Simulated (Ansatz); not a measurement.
Ti3SiC2 in space group P6_3/mmc (No. 194; Ti on 4f, Ti on 2a, Si on 2b, C on 4f), DFT-r²SCAN in the program Ansatz with PAW potentials, all energies at zero smearing, with the estimated change up to a 700 eV cutoff added, with one set of potentials and settings (totals compare only within such a set). Cell of 12 atoms (6 Ti, 2 Si, 4 C): -17322.283 eV.

```csv
element,reference phase,E (eV/atom)
Ti,"P6/mmm, 3 atoms in the cell",-2504.3941
Si,"Fd-3m, 2 atoms in the cell",-639.0665
C,"P6_3/mmc, 4 atoms in the cell",-251.6688
```

Formation energy per atom, worked out: (-17322.283 − 6×(-2504.3941) − 2×(-639.0665) − 4×(-251.6688))/12 = -0.926 eV/atom (-89 kJ per mol of atoms), at 0 K, without zero-point energy or fitted corrections.

The cell was relaxed with r²SCAN under the symmetry of its start; of distortions, only those at the zone centre were tested. No spin polarisation was allowed. The references are the lowest solids computed at this level, not always the standard phases.

Potentials: the earlier of the program's two PAW sets.
